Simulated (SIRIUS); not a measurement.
# Ni (Fm-3m) in SIRIUS: equation of state, part 2 of 3

SIRIUS 7.12.0. The steps go on from the part before.

## Step 4: Equation of state, PBEsol, collinear spin, ferromagnetic start, 10.28 Å³/atom (volume scaled by 0.98)

File sirius.json:

```json
{
  "control": {
    "processing_unit": "cpu",
    "std_evp_solver_name": "lapack",
    "gen_evp_solver_name": "lapack",
    "verbosity": 2,
    "print_forces": false,
    "ortho_rf": true,
    "use_second_variation": true,
    "rmt_max": 3.0,
    "num_bands_to_print": 19,
    "save_wf": true
  },
  "parameters": {
    "electronic_structure_method": "full_potential_lapwlo",
    "xc_functionals": ["XC_GGA_X_PBE_SOL", "XC_GGA_C_PBE_SOL"],
    "core_relativity": "dirac",
    "valence_relativity": "iora",
    "num_fv_states": 19,
    "smearing": "fermi_dirac",
    "smearing_width": 0.0018374661,
    "pw_cutoff": 20,
    "gk_cutoff": 3.93,
    "lmax_apw": 10,
    "lmax_rho": 8,
    "lmax_pot": 8,
    "num_mag_dims": 1,
    "auto_rmt": 0,
    "ngridk": [13, 13, 13],
    "shiftk": [0, 0, 0],
    "num_dft_iter": 80,
    "energy_tol": 1e-07,
    "density_tol": 1e-05,
    "use_symmetry": true
  },
  "settings": {"tol_ne": 1e-10},
  "iterative_solver": {"type": "exact"},
  "mixer": {"type": "anderson", "beta": 0.4, "max_history": 8},
  "unit_cell": {
    "lattice_vectors": [[0.0, 3.2614991401, 3.2614991401], [3.2614991401, 0.0, 3.2614991401], [3.2614991401, 3.2614991401, 0.0]],
    "atom_types": ["Ni"],
    "atom_files": {"Ni": "Ni.json"},
    "atoms": {"Ni": [[0.0, 0.0, 0.0, 0.0, 0.0, 1.0]]}
  }
}
```

File Ni.json:

```json
{
  "name": "nickel",
  "symbol": "Ni",
  "number": 28,
  "mass": 58.6934,
  "rmin": 1e-06,
  "rmt": 2.24,
  "nrmt": 800,
  "rinf": 14.89,
  "core": "1s2s2p",
  "valence": [
    {"basis": [{"enu": 0.11, "dme": 0, "n": 0, "auto": 0}, {"enu": 0.11, "dme": 1, "n": 0, "auto": 0}]},
    {"l": 0, "n": 1, "basis": [{"enu": 0.21, "dme": 0, "n": 0, "auto": 0}]},
    {"l": 1, "n": 2, "basis": [{"enu": 0.21, "dme": 0, "n": 0, "auto": 0}]},
    {"l": 2, "n": 3, "basis": [{"enu": 0.1991, "dme": 0, "n": 0, "auto": 0}]},
    {"l": 3, "n": 4, "basis": [{"enu": 0.21, "dme": 0, "n": 0, "auto": 0}]}
  ],
  "lo": [
    {"l": 0, "basis": [{"enu": 0.21, "dme": 0, "n": 0, "auto": 0}, {"enu": 0.21, "dme": 1, "n": 0, "auto": 0}]},
    {
      "l": 0,
      "basis": [{"enu": -3.6266, "dme": 0, "n": 3, "auto": 1}, {"enu": -3.6266, "dme": 1, "n": 3, "auto": 1}]
    },
    {
      "l": 0,
      "basis": [{"enu": -3.6266, "dme": 1, "n": 3, "auto": 1}, {"enu": 0.21, "dme": 0, "n": 0, "auto": 0}]
    },
    {"l": 0, "basis": [{"enu": 0.21, "dme": 0, "n": 0, "auto": 0}, {"enu": 3.3988, "dme": 0, "n": 0, "auto": 0}]},
    {"l": 1, "basis": [{"enu": 0.21, "dme": 0, "n": 0, "auto": 0}, {"enu": 0.21, "dme": 1, "n": 0, "auto": 0}]},
    {
      "l": 1,
      "basis": [{"enu": -2.1909, "dme": 0, "n": 3, "auto": 1}, {"enu": -2.1909, "dme": 1, "n": 3, "auto": 1}]
    },
    {
      "l": 1,
      "basis": [{"enu": -2.1909, "dme": 1, "n": 3, "auto": 1}, {"enu": 0.21, "dme": 0, "n": 0, "auto": 0}]
    },
    {"l": 1, "basis": [{"enu": 0.21, "dme": 0, "n": 0, "auto": 0}, {"enu": 3.8771, "dme": 0, "n": 0, "auto": 0}]},
    {
      "l": 2,
      "basis": [{"enu": 0.1991, "dme": 0, "n": 0, "auto": 0}, {"enu": 0.1991, "dme": 1, "n": 0, "auto": 0}]
    },
    {
      "l": 2,
      "basis": [{"enu": 0.1991, "dme": 1, "n": 0, "auto": 0}, {"enu": 0.1991, "dme": 2, "n": 0, "auto": 0}]
    },
    {
      "l": 2,
      "basis": [{"enu": 0.1991, "dme": 0, "n": 0, "auto": 0}, {"enu": 3.3081, "dme": 0, "n": 0, "auto": 0}]
    },
    {"l": 3, "basis": [{"enu": 0.21, "dme": 0, "n": 0, "auto": 0}, {"enu": 0.21, "dme": 1, "n": 0, "auto": 0}]},
    {"l": 3, "basis": [{"enu": 0.21, "dme": 0, "n": 0, "auto": 0}, {"enu": 3.6778, "dme": 0, "n": 0, "auto": 0}]}
  ],
  "free_atom": [... radial grid and density of the free atom, the start of the SCF ...]
}
```

File sirius_start.json:

```json
{
  "control": {
    "processing_unit": "cpu",
    "std_evp_solver_name": "lapack",
    "gen_evp_solver_name": "lapack",
    "verbosity": 1,
    "print_forces": false,
    "ortho_rf": true,
    "use_second_variation": true,
    "rmt_max": 3.0,
    "num_bands_to_print": 19,
    "save_wf": false
  },
  "parameters": {
    "electronic_structure_method": "full_potential_lapwlo",
    "xc_functionals": ["XC_LDA_X", "XC_LDA_C_PW"],
    "core_relativity": "dirac",
    "valence_relativity": "iora",
    "num_fv_states": 19,
    "smearing": "fermi_dirac",
    "smearing_width": 0.0055123983,
    "pw_cutoff": 20,
    "gk_cutoff": 3.14,
    "lmax_apw": 10,
    "lmax_rho": 8,
    "lmax_pot": 8,
    "num_mag_dims": 1,
    "auto_rmt": 0,
    "ngridk": [5, 5, 5],
    "shiftk": [0, 0, 0],
    "num_dft_iter": 30,
    "energy_tol": 0.01,
    "density_tol": 0.05,
    "use_symmetry": true
  },
  "settings": {"tol_ne": 1e-10},
  "iterative_solver": {"type": "exact"},
  "mixer": {"type": "anderson", "beta": 0.4, "max_history": 8},
  "unit_cell": {
    "lattice_vectors": [[0.0, 3.2614991401, 3.2614991401], [3.2614991401, 0.0, 3.2614991401], [3.2614991401, 3.2614991401, 0.0]],
    "atom_types": ["Ni"],
    "atom_files": {"Ni": "Ni.json"},
    "atoms": {"Ni": [[0.0, 0.0, 0.0, 0.0, 0.0, 1.0]]}
  }
}
```

Potentials or basis: all-electron FP-LAPW, apw+lo standard.

Run with:

```sh
OMP_NUM_THREADS=1 sirius.scf --input=sirius_start.json --output=start.json
OMP_NUM_THREADS=1 sirius.scf --input=sirius.json --output=output.json --task=1
```

Standard output:

```text
[info] SIRIUS version : 7.12.0
[info] number of MPI ranks           : 1
[info] MPI grid                      : 1 1
[info] maximum number of OMP threads : 1
[fft] FFT context for density and potential
[fft] =====================================
[fft]   plane wave cutoff                     : 20
[fft]   grid size                             : 32 32 32   total : 32768
[fft]   grid limits                           : -15 16   -15 16   -15 16
[fft]   number of G-vectors within the cutoff : 9377
[fft]   number of G-shells                    : 286
[fft] FFT context for coarse grid
[fft] =====================================
[fft]   plane wave cutoff                     : 7.86
[fft]   grid size                             : 15 15 15   total : 3375
[fft]   grid limits                           : -7 7   -7 7   -7 7
[fft]   number of G-vectors within the cutoff : 537
[fft]   number of G-shells                    : 27
[unit cell] lattice vectors
[unit cell]   a1 :       0.0000000000      3.2614991401      3.2614991401
[unit cell]   a2 :       3.2614991401      0.0000000000      3.2614991401
[unit cell]   a3 :       3.2614991401      3.2614991401      0.0000000000
[unit cell] reciprocal lattice vectors
[unit cell]   b1 :      -0.9632357755      0.9632357755      0.9632357755
[unit cell]   b2 :       0.9632357755     -0.9632357755      0.9632357755
[... 381 lines left out ...]
[find] total moment          : [  0.00000,   0.00000,   0.62704], magnitude : 0.627038
[... 20 lines left out ...]
[find] valence_eval_sum               :     -16.76340646
[find] core_eval_sum                  :    -855.03034849
[find] kinetic energy                 :    1543.37452385
[find] enuc                           :   -1833.86790105
[find] <rho|V^{XC}>                   :     -81.64632719
[find] <rho|E^{XC}>                   :     -62.30822803
[find] <mag|B^{XC}>                   :      -0.01004948
[find] <rho|V^{H}>                    :   -2333.51190213
[find] smearing (-TS)                 :      -0.00046085
[find] SCF correction                 :       0.00001697
[find] Total energy                   :   -1519.55753932 (Ha),   -3039.11507865 (Ry)
[find] Free energy (E-TS)             :   -1519.55800017 (Ha),   -3039.11600035 (Ry)
[find] band gap (eV)                  :       0.00000000
[find] Efermi                         :       0.31892719
[find] iteration : 8, RMS (target) : 3.6845e-06 (1.0000e-05) , energy difference (target) : 7.8355e-09 (1.0000e-07)
[find] converged after 9 SCF iterations!
[find] Charges and magnetic moments
[find] --------------------------------------------------------------------------------
[find] atom      charge    core leakage                 moment                |moment|
[find] --------------------------------------------------------------------------------
[find]    0   27.073034    3.627383e-13  [  0.00000,   0.00000,   0.65114]    0.651144
[find] total core leakage    : 3.62738324e-13
[find] interstitial charge   : 0.926966
[find] interstitial moment   : [  0.00000,   0.00000,  -0.02402], magnitude : 0.024016
[find] total charge          : 28.000000
[find] total moment          : [  0.00000,   0.00000,   0.62713], magnitude : 0.627129
[find] Energy
[find] --------------------------------------------------------------------------------
[find] valence_eval_sum               :     -16.76340646
[find] core_eval_sum                  :    -855.03034849
[find] kinetic energy                 :    1543.37452385
[find] enuc                           :   -1833.86790105
[find] <rho|V^{XC}>                   :     -81.64632719
[find] <rho|E^{XC}>                   :     -62.30822803
[find] <mag|B^{XC}>                   :      -0.01004948
[find] <rho|V^{H}>                    :   -2333.51190213
[find] smearing (-TS)                 :      -0.00046085
[find] SCF correction                 :       0.00001697
[find] Total energy                   :   -1519.55753932 (Ha),   -3039.11507865 (Ry)
[find] Free energy (E-TS)             :   -1519.55800017 (Ha),   -3039.11600035 (Ry)
[find] band gap (eV)                  :       0.00000000
[find] Efermi                         :       0.31892719
```

start_output:

```text
[find] Total energy                   :   -1518.35899983 (Ha),   -3036.71799966 (Ry)
[find] band gap (eV)                  :       0.00000000
[find] Efermi                         :       0.41750582
[find] iteration : 0, RMS (target) : 3.5521e+00 (5.0000e-02) , energy difference (target) : -1.5184e+03 (1.0000e-02)
[find] Total energy                   :   -1518.35592219 (Ha),   -3036.71184438 (Ry)
[find] band gap (eV)                  :       0.00000000
[find] Efermi                         :       0.31230289
[find] iteration : 1, RMS (target) : 2.1391e+00 (5.0000e-02) , energy difference (target) : 3.0776e-03 (1.0000e-02)
[find] Total energy                   :   -1518.31460954 (Ha),   -3036.62921907 (Ry)
[find] band gap (eV)                  :       0.00000000
[find] Efermi                         :       0.41277692
[find] iteration : 2, RMS (target) : 6.4763e-01 (5.0000e-02) , energy difference (target) : 4.1313e-02 (1.0000e-02)
[find] Total energy                   :   -1518.38630412 (Ha),   -3036.77260825 (Ry)
[find] band gap (eV)                  :       0.00000000
[find] Efermi                         :       0.29143658
[find] iteration : 3, RMS (target) : 2.0893e-02 (5.0000e-02) , energy difference (target) : -7.1695e-02 (1.0000e-02)
[find] Total energy                   :   -1518.38634202 (Ha),   -3036.77268405 (Ry)
[find] band gap (eV)                  :       0.00000000
[find] Efermi                         :       0.29156975
[find] iteration : 4, RMS (target) : 1.6359e-02 (5.0000e-02) , energy difference (target) : -3.7900e-05 (1.0000e-02)
[find] converged after 5 SCF iterations!
[find] Total energy                   :   -1518.38634202 (Ha),   -3036.77268405 (Ry)
[find] band gap (eV)                  :       0.00000000
[find] Efermi                         :       0.29156975
```

Wall time 19 s (1 thread of AMD EPYC 9R45 (Zen 5), shared host); peak memory 0.46 GiB.

What came out:

* Free energy: -41349.2797 eV
* Band gap on the k mesh: none (metal or under the smearing width)
* Net moment: 0.63 μB per cell
* Site moments: Ni +0.65 μB
* All electrons inside the program's atomic spheres: Ni 27.07 (radii Ni 2.24 bohr)

## Step 5: Equation of state, PBEsol, collinear spin, ferromagnetic start, 10.70 Å³/atom (volume scaled by 1.02)

Edit sirius.json of step 4 so:

```diff
@@ -39,3 +39,3 @@
   "unit_cell": {
-    "lattice_vectors": [[0.0, 3.2614991401, 3.2614991401], [3.2614991401, 0.0, 3.2614991401], [3.2614991401, 3.2614991401, 0.0]],
+    "lattice_vectors": [[0.0, 3.3052828766, 3.3052828766], [3.3052828766, 0.0, 3.3052828766], [3.3052828766, 3.3052828766, 0.0]],
     "atom_types": ["Ni"],
```

File Ni.json:

```json
{
  "name": "nickel",
  "symbol": "Ni",
  "number": 28,
  "mass": 58.6934,
  "rmin": 1e-06,
  "rmt": 2.24,
  "nrmt": 800,
  "rinf": 14.89,
  "core": "1s2s2p",
  "valence": [
    {"basis": [{"enu": 0.09, "dme": 0, "n": 0, "auto": 0}, {"enu": 0.09, "dme": 1, "n": 0, "auto": 0}]},
    {"l": 0, "n": 1, "basis": [{"enu": 0.19, "dme": 0, "n": 0, "auto": 0}]},
    {"l": 1, "n": 2, "basis": [{"enu": 0.19, "dme": 0, "n": 0, "auto": 0}]},
    {"l": 2, "n": 3, "basis": [{"enu": 0.179, "dme": 0, "n": 0, "auto": 0}]},
    {"l": 3, "n": 4, "basis": [{"enu": 0.19, "dme": 0, "n": 0, "auto": 0}]}
  ],
  "lo": [
    {"l": 0, "basis": [{"enu": 0.19, "dme": 0, "n": 0, "auto": 0}, {"enu": 0.19, "dme": 1, "n": 0, "auto": 0}]},
    {
      "l": 0,
      "basis": [{"enu": -3.6466, "dme": 0, "n": 3, "auto": 1}, {"enu": -3.6466, "dme": 1, "n": 3, "auto": 1}]
    },
    {
      "l": 0,
      "basis": [{"enu": -3.6466, "dme": 1, "n": 3, "auto": 1}, {"enu": 0.19, "dme": 0, "n": 0, "auto": 0}]
    },
    {"l": 0, "basis": [{"enu": 0.19, "dme": 0, "n": 0, "auto": 0}, {"enu": 3.3788, "dme": 0, "n": 0, "auto": 0}]},
    {"l": 1, "basis": [{"enu": 0.19, "dme": 0, "n": 0, "auto": 0}, {"enu": 0.19, "dme": 1, "n": 0, "auto": 0}]},
    {
      "l": 1,
      "basis": [{"enu": -2.2109, "dme": 0, "n": 3, "auto": 1}, {"enu": -2.2109, "dme": 1, "n": 3, "auto": 1}]
    },
    {
      "l": 1,
      "basis": [{"enu": -2.2109, "dme": 1, "n": 3, "auto": 1}, {"enu": 0.19, "dme": 0, "n": 0, "auto": 0}]
    },
    {"l": 1, "basis": [{"enu": 0.19, "dme": 0, "n": 0, "auto": 0}, {"enu": 3.8571, "dme": 0, "n": 0, "auto": 0}]},
    {"l": 2, "basis": [{"enu": 0.179, "dme": 0, "n": 0, "auto": 0}, {"enu": 0.179, "dme": 1, "n": 0, "auto": 0}]},
    {"l": 2, "basis": [{"enu": 0.179, "dme": 1, "n": 0, "auto": 0}, {"enu": 0.179, "dme": 2, "n": 0, "auto": 0}]},
    {
      "l": 2,
      "basis": [{"enu": 0.179, "dme": 0, "n": 0, "auto": 0}, {"enu": 3.2881, "dme": 0, "n": 0, "auto": 0}]
    },
    {"l": 3, "basis": [{"enu": 0.19, "dme": 0, "n": 0, "auto": 0}, {"enu": 0.19, "dme": 1, "n": 0, "auto": 0}]},
    {"l": 3, "basis": [{"enu": 0.19, "dme": 0, "n": 0, "auto": 0}, {"enu": 3.6578, "dme": 0, "n": 0, "auto": 0}]}
  ],
  "free_atom": [... radial grid and density of the free atom, the start of the SCF ...]
}
```

Edit sirius_start.json of step 4 so:

```diff
@@ -39,3 +39,3 @@
   "unit_cell": {
-    "lattice_vectors": [[0.0, 3.2614991401, 3.2614991401], [3.2614991401, 0.0, 3.2614991401], [3.2614991401, 3.2614991401, 0.0]],
+    "lattice_vectors": [[0.0, 3.3052828766, 3.3052828766], [3.3052828766, 0.0, 3.3052828766], [3.3052828766, 3.3052828766, 0.0]],
     "atom_types": ["Ni"],
```

Run with:

```sh
OMP_NUM_THREADS=1 sirius.scf --input=sirius_start.json --output=start.json
OMP_NUM_THREADS=1 sirius.scf --input=sirius.json --output=output.json --task=1
```

It took 19 s on 1 thread of AMD EPYC 9R45 (Zen 5), shared host; peak memory 0.47 GiB.

It converged, with:

* Free energy: -41349.2726 eV
* Band gap on the k mesh: none (metal or under the smearing width)
* Net moment: 0.63 μB per cell
* Site moments: Ni +0.66 μB
* All electrons inside the program's atomic spheres: Ni 27.01 (radii Ni 2.24 bohr)

## Step 6: Equation of state, PBEsol, collinear spin, ferromagnetic start, 10.91 Å³/atom (volume scaled by 1.04)

Edit sirius.json of step 5 so:

```diff
@@ -39,3 +39,3 @@
   "unit_cell": {
-    "lattice_vectors": [[0.0, 3.3052828766, 3.3052828766], [3.3052828766, 0.0, 3.3052828766], [3.3052828766, 3.3052828766, 0.0]],
+    "lattice_vectors": [[0.0, 3.3267463538, 3.3267463538], [3.3267463538, 0.0, 3.3267463538], [3.3267463538, 3.3267463538, 0.0]],
     "atom_types": ["Ni"],
```

File Ni.json:

```json
{
  "name": "nickel",
  "symbol": "Ni",
  "number": 28,
  "mass": 58.6934,
  "rmin": 1e-06,
  "rmt": 2.24,
  "nrmt": 800,
  "rinf": 14.89,
  "core": "1s2s2p",
  "valence": [
    {"basis": [{"enu": 0.08, "dme": 0, "n": 0, "auto": 0}, {"enu": 0.08, "dme": 1, "n": 0, "auto": 0}]},
    {"l": 0, "n": 1, "basis": [{"enu": 0.18, "dme": 0, "n": 0, "auto": 0}]},
    {"l": 1, "n": 2, "basis": [{"enu": 0.18, "dme": 0, "n": 0, "auto": 0}]},
    {"l": 2, "n": 3, "basis": [{"enu": 0.1691, "dme": 0, "n": 0, "auto": 0}]},
    {"l": 3, "n": 4, "basis": [{"enu": 0.18, "dme": 0, "n": 0, "auto": 0}]}
  ],
  "lo": [
    {"l": 0, "basis": [{"enu": 0.18, "dme": 0, "n": 0, "auto": 0}, {"enu": 0.18, "dme": 1, "n": 0, "auto": 0}]},
    {
      "l": 0,
      "basis": [{"enu": -3.6566, "dme": 0, "n": 3, "auto": 1}, {"enu": -3.6566, "dme": 1, "n": 3, "auto": 1}]
    },
    {
      "l": 0,
      "basis": [{"enu": -3.6566, "dme": 1, "n": 3, "auto": 1}, {"enu": 0.18, "dme": 0, "n": 0, "auto": 0}]
    },
    {"l": 0, "basis": [{"enu": 0.18, "dme": 0, "n": 0, "auto": 0}, {"enu": 3.3688, "dme": 0, "n": 0, "auto": 0}]},
    {"l": 1, "basis": [{"enu": 0.18, "dme": 0, "n": 0, "auto": 0}, {"enu": 0.18, "dme": 1, "n": 0, "auto": 0}]},
    {
      "l": 1,
      "basis": [{"enu": -2.2209, "dme": 0, "n": 3, "auto": 1}, {"enu": -2.2209, "dme": 1, "n": 3, "auto": 1}]
    },
    {
      "l": 1,
      "basis": [{"enu": -2.2209, "dme": 1, "n": 3, "auto": 1}, {"enu": 0.18, "dme": 0, "n": 0, "auto": 0}]
    },
    {"l": 1, "basis": [{"enu": 0.18, "dme": 0, "n": 0, "auto": 0}, {"enu": 3.8471, "dme": 0, "n": 0, "auto": 0}]},
    {
      "l": 2,
      "basis": [{"enu": 0.1691, "dme": 0, "n": 0, "auto": 0}, {"enu": 0.1691, "dme": 1, "n": 0, "auto": 0}]
    },
    {
      "l": 2,
      "basis": [{"enu": 0.1691, "dme": 1, "n": 0, "auto": 0}, {"enu": 0.1691, "dme": 2, "n": 0, "auto": 0}]
    },
    {
      "l": 2,
      "basis": [{"enu": 0.1691, "dme": 0, "n": 0, "auto": 0}, {"enu": 3.2781, "dme": 0, "n": 0, "auto": 0}]
    },
    {"l": 3, "basis": [{"enu": 0.18, "dme": 0, "n": 0, "auto": 0}, {"enu": 0.18, "dme": 1, "n": 0, "auto": 0}]},
    {"l": 3, "basis": [{"enu": 0.18, "dme": 0, "n": 0, "auto": 0}, {"enu": 3.6478, "dme": 0, "n": 0, "auto": 0}]}
  ],
  "free_atom": [... radial grid and density of the free atom, the start of the SCF ...]
}
```

Edit sirius_start.json of step 5 so:

```diff
@@ -39,3 +39,3 @@
   "unit_cell": {
-    "lattice_vectors": [[0.0, 3.3052828766, 3.3052828766], [3.3052828766, 0.0, 3.3052828766], [3.3052828766, 3.3052828766, 0.0]],
+    "lattice_vectors": [[0.0, 3.3267463538, 3.3267463538], [3.3267463538, 0.0, 3.3267463538], [3.3267463538, 3.3267463538, 0.0]],
     "atom_types": ["Ni"],
```

Potentials or basis: all-electron FP-LAPW, apw+lo standard.

Run with:

```sh
OMP_NUM_THREADS=1 sirius.scf --input=sirius_start.json --output=start.json
OMP_NUM_THREADS=1 sirius.scf --input=sirius.json --output=output.json --task=1
```

Run time: 19 s. Hardware: 1 thread of AMD EPYC 9R45 (Zen 5), shared host; peak memory 0.47 GiB.

It converged, with:

| Item | Value |
| --- | --- |
| Free energy | -41349.2613 eV |
| Band gap on the k mesh | none (metal or under the smearing width) |
| Net moment | 0.63 μB per cell |
| Site moments | Ni +0.66 μB |
| All electrons inside the program's atomic spheres | Ni 26.98 (radii Ni 2.24 bohr) |

(Continued in part 3 of 3.)
